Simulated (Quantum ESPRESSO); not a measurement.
FeO (Wuestite): equation of state with LDA

FeO (Wuestite):

```
CELL_PARAMETERS angstrom
0.00000 2.15540 2.15540
2.15540 0.00000 2.15540
2.15540 2.15540 0.00000
ATOMIC_POSITIONS crystal
Fe 0.00000 0.00000 0.00000
O 0.50000 0.50000 0.50000
```

- Program: Quantum ESPRESSO 7.5
- Task: equation of state
- Functional: LDA
- Potentials or basis: PseudoDojo 0.4.1 SR LDA standard
- Cutoff: 1225 eV
- Density cutoff: 4898 eV
- k mesh: 11 × 11 × 11
- Occupations: fermi-dirac, width 0.05 eV
- Spin: collinear spin, ferromagnetic start
- Starting moments: [3.0, 0.0] μB

```
Equilibrium volume : 9.20 Å³/atom (rough: see the caveat)
Bulk modulus       : 231 GPa (rough)
```

Energy against volume, from the lowest point:
| volume (Å³/atom) | energy (meV/atom) |
| --- | --- |
| 9.413 | 0.00 |
| 9.613 | 8.89 |
| 9.813 | 22.69 |
| 10.013 | 40.87 |
| 10.214 | 62.92 |
| 10.414 | 88.40 |
| 10.614 | 116.92 |

All runs of the series together: 9.4 min on 1 thread of Arm Neoverse V1, on a shared host.

Caveat: the minimum lies outside the volumes run.
